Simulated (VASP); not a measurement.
Runs of VASP 6.6.1 on MgS (Niningerite). Symmetry: Fm-3m, No. 225, cubic system. Conventional cell: a = 5.203 Å, b = 5.203 Å, c = 5.203 Å, α = 90.00°, β = 90.00°, γ = 90.00°. S (site symmetry m-3m) is surrounded by 6 Mg at 2.60 Å. Around Mg (site symmetry m-3m) lie 6 S at 2.60 Å. 

```csv
level,exchange at q = 0,share of exact exchange,screening parameter,gap on the mesh (eV),pressure (GPa)
r2SCAN-EpsX,truncated,0.1859,-,4.52,-1.1
PBE0,truncated,-,-,(b),-0.7
HSE03,-,-,-,(a),-0.6
HSE06,-,-,0.2 1/A,3.77,-0.7
```

Alike in all rows: task band structure; potentials or basis VASP PAW PBE potentials, release 64 (S, Mg); no spin polarisation; cell as given; k mesh 6 × 6 × 6; cutoff (eV) 520; smearing gaussian 0.02 eV.

**Question.** Fill in the values left out.

**Answer.** (a) 3.54; (b) 4.48.

Caveats: the PAW data sets were made with another functional, which shifts forces and pressure a little.

